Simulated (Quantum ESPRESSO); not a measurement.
Crystal: CoO.

```
Co O
1.0
     2.85630    0.00000    0.00000
    -1.42815    2.47363    0.00000
     0.00000    0.00000    2.78761
Co O
1 1
Cartesian
  0.0000 0.0000 0.0000
  1.4281 0.8245 1.3938
```

Measurements of this composition are mostly on another form, of space group No. 225.

Program: Quantum ESPRESSO 7.5. Alike in all runs: task single point; spin collinear, ferromagnetic start; cell as given; smearing fermi-dirac 0.05 eV.

Question: Order these runs on this cell by their pressure, lowest first.
A. level PBE; potentials or basis SG15 PBE 1.2; k mesh 4 × 4 × 3; cutoff (eV) 1197; mesh quality coarse
B. level LDA; potentials or basis SSSP 1.3 efficiency PBE; k mesh 11 × 11 × 10; cutoff (eV) 748; hubbard projectors ortho-atomic; form of the LDA correlation PZ81; mesh quality not flagged
C. level LDA+U; potentials or basis SSSP 1.3 efficiency PBE; U Co d U = 4 eV; k mesh 11 × 11 × 10; cutoff (eV) 748; hubbard projectors ortho-atomic; form of the LDA correlation PZ81; mesh quality not flagged
D. level LDA+U; potentials or basis SSSP 1.3 efficiency PBE; U Co d U = 2 eV; k mesh 11 × 11 × 10; cutoff (eV) 748; hubbard projectors ortho-atomic; form of the LDA correlation PZ81; mesh quality not flagged
E. level LDA+U; potentials or basis SSSP 1.3 efficiency PBE; U Co d U = 6 eV; k mesh 11 × 11 × 10; cutoff (eV) 748; hubbard projectors ortho-atomic; form of the LDA correlation PZ81; mesh quality not flagged

Answer: B (-24.9 GPa), D (-20.5 GPa), C (-17.3 GPa), E (-14.6 GPa), A (-8.0 GPa).

Caveats: some runs use coarse meshes; a cell with one magnetic atom can't hold antiferromagnetic order, which such compounds often take; the potentials were made for another functional, which shifts forces and pressure (some runs).

Not every run made on this cell is shown here.
